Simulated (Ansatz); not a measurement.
ZrC under changes of volume

One of the cells (13.228 Å³/atom); the others are scaled copies at fixed shape and fractional positions:

```
Zr C
1.0
     0.00000    2.36500    2.36500
     2.36500    0.00000    2.36500
     2.36500    2.36500    0.00000
Zr C
1 1
Direct
  0.50000 0.50000 0.50000
  0.00000 0.00000 0.00000
```

| Property | Result |
| --- | --- |
| Program | Ansatz 0.2.0 |
| Functional | PBEsol |
| Potentials or basis | all-electron LAPW, scalar-relativistic |
| Cutoff | 274 eV (chosen from the basis error) |
| Basis error allowed | 0.0005 eV/atom |
| k mesh | 10 × 10 × 10 |
| Occupations | fermi-dirac, width 0.05 eV |
| Spin | no spin polarisation |

```tsv
volume (Å³/atom)	energy over the lowest point (meV/atom)	pressure (GPa)
12.434	5.04	5.7
12.699	0.00	0.5
12.963	?	?
13.228	13.68	-8.4
13.493	30.84	-12.3
13.757	53.98	-15.7
14.022	82.50	-18.8
```

**Question.** What does the run at 12.963 Å³/atom give?

**Answer.** Energy over the lowest point 3.15 meV/atom; pressure -4.2 GPa.

Worked out: A Birch-Murnaghan fit of order 3 (a polynomial in V^(-2/3)) to the other rows has its minimum at 12.72 Å³/atom with B0 = V·E''(V) = 236 GPa and B' = 4.1. It gives 3.14 meV/atom at 12.963 Å³/atom, against the run's 3.15, and -dE/dV = -4.2 GPa, against -4.2.

Energies are extrapolated to zero smearing.
